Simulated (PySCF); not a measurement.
Isomers of [C5H12N]+ (charge +1), mass 86.097 u with the commonest isotopes. Method used: PySCF 2.14.0, PBE0-D3(BJ)/def2-SVP geometry optimisation, gas phase. One conformer each, none proved a minimum here; rigid rotors.

Problem. Order these by rotational constant B, largest first.
A. `[CH2:1]1[CH2:2][CH2:3][NH2+:4][CH2:5][CH2:6]1` (charge +1) with C6–C1–C2–C3 55°, C1–C2–C3–N4 -55°, C2–C3–N4–C5 57°, C3–N4–C5–C6 -57°
B. `[CH2:1]=[CH:2][C@H:3]([CH3:4])[NH2+:5][CH3:6]` (charge +1) with C1–C2–C3–C4 -131°, C2–C3–N5–C6 -171°
C. `[CH3:1][C@@H:2]1[CH2:3][CH2:4][C@H:5]1[NH3+:6]` (charge +1) with C1–C2–C3–C4 -144°, C2–C3–C4–C5 21°, C3–C4–C5–N6 -142°, C1–C2–C5–C4 145°
D. `[CH3:1][C@@H:2]1[CH2:3][CH2:4][NH2+:5][CH2:6]1` (charge +1) with C1–C2–C3–C4 -125°, C2–C3–C4–N5 26°, C3–C4–N5–C6 -41°, C4–N5–C6–C2 40°
E. `[CH3:1][CH2:2][NH+:3]1[CH2:4][CH2:5][CH2:6]1` (charge +1) with C1–C2–N3–C4 -70°, C2–N3–C4–C5 -135°, N3–C4–C5–C6 12°, C4–C5–C6–N3 -12°, C2–N3–C6–C5 135°

Solution. A (4283 MHz), C (3283 MHz), D (3141 MHz), E (2278 MHz), B (2199 MHz).

Problem. Order these by rotational constant C, smallest first.
A. `[CH3:1][C@@H:2]1[CH2:3][CH2:4][NH2+:5][CH2:6]1` (charge +1) with C1–C2–C3–C4 -125°, C2–C3–C4–N5 26°, C3–C4–N5–C6 -41°, C4–N5–C6–C2 40°
B. `[CH3:1][C@@H:2]1[CH2:3][CH2:4][C@H:5]1[NH3+:6]` (charge +1) with C1–C2–C3–C4 -144°, C2–C3–C4–C5 21°, C3–C4–C5–N6 -142°, C1–C2–C5–C4 145°
C. `[CH3:1][CH2:2][NH+:3]1[CH2:4][CH2:5][CH2:6]1` (charge +1) with C1–C2–N3–C4 -70°, C2–N3–C4–C5 -135°, N3–C4–C5–C6 12°, C4–C5–C6–N3 -12°, C2–N3–C6–C5 135°
D. `[CH3:1][CH2:2][CH:3]1[CH2:4][NH2+:5][CH2:6]1` (charge +1) with C1–C2–C3–C4 -68°, C2–C3–C4–N5 -135°, C3–C4–N5–C6 14°, C4–N5–C6–C3 -14°, C2–C3–C6–N5 134°
E. `[CH3:1][N+:2]1([CH3:3])[CH2:4][CH2:5][CH2:6]1` (charge +1) with C1–N2–C4–C5 -101°, N2–C4–C5–C6 -12°, C4–C5–C6–N2 12°, C1–N2–C6–C5 101°
F. `[CH2:1]=[CH:2][C@H:3]([CH3:4])[NH2+:5][CH3:6]` (charge +1) with C1–C2–C3–C4 -131°, C2–C3–N5–C6 -171°

Solution. F (1756 MHz), D (1872 MHz), C (1962 MHz), B (2118 MHz), A (2447 MHz), E (2945 MHz).

Problem. Order these by out-of-plane moment Σ m c² = (Ia + Ib − Ic)/2, largest first.
A. `[CH3:1][C@@H:2]1[CH2:3][CH2:4][NH2+:5][CH2:6]1` (charge +1) with C1–C2–C3–C4 -125°, C2–C3–C4–N5 26°, C3–C4–N5–C6 -41°, C4–N5–C6–C2 40°
B. `[CH3:1][CH2:2][CH:3]1[CH2:4][NH2+:5][CH2:6]1` (charge +1) with C1–C2–C3–C4 -68°, C2–C3–C4–N5 -135°, C3–C4–N5–C6 14°, C4–N5–C6–C3 -14°, C2–C3–C6–N5 134°
C. `[CH2:1]=[CH:2][C@H:3]([CH3:4])[NH2+:5][CH3:6]` (charge +1) with C1–C2–C3–C4 -131°, C2–C3–N5–C6 -171°
D. `[CH2:1]=[CH:2][CH2:3][NH+:4]([CH3:5])[CH3:6]` (charge +1) with C1–C2–C3–N4 -13°, C2–C3–N4–C5 160°
E. `[CH3:1][C@@H:2]1[CH2:3][CH2:4][C@H:5]1[NH3+:6]` (charge +1) with C1–C2–C3–C4 -144°, C2–C3–C4–C5 21°, C3–C4–C5–N6 -142°, C1–C2–C5–C4 145°
F. `[CH3:1][N+:2]1([CH3:3])[CH2:4][CH2:5][CH2:6]1` (charge +1) with C1–N2–C4–C5 -101°, N2–C4–C5–C6 -12°, C4–C5–C6–N2 12°, C1–N2–C6–C5 101°

Solution. F (41.73 u·Å²), D (24.79 u·Å²), A (22.45 u·Å²), C (16.88 u·Å²), E (14.24 u·Å²), B (13.18 u·Å²).

```
                SMILES  point group  Ia (u·Å²)  Ib (u·Å²)  Ic (u·Å²)      κ  μa (D)  μb (D)  μc (D)
    C=C[C@H](C)[NH2+]C           C1      91.82     229.80     287.87  -0.76    3.05    1.96    0.81
    C[C@@H]1CC[NH2+]C1           C1      90.52     160.89     206.51  -0.56    3.69    2.02    1.00
         CCC1C[NH2+]C1           C1      62.81     233.45     269.91  -0.91    6.11    0.81    0.17
          CC[NH+]1CCC1           C1      62.17     221.90     257.57  -0.90    0.27    0.45    0.78
         C[N+]1(C)CCC1           Cs      97.04     158.05     171.62  -0.78    0.90    0.04    0.00
C[C@@H]1CC[C@H]1[NH3+]           C1     113.20     153.92     238.66  -0.01    5.74    3.28    0.49
         C=CC[NH+](C)C           C1      83.47     222.38     256.27  -0.85    2.71    0.09    0.46
         C1CC[NH2+]CC1           Cs     115.39     118.00     204.36   0.90    4.03    0.01    0.56
```
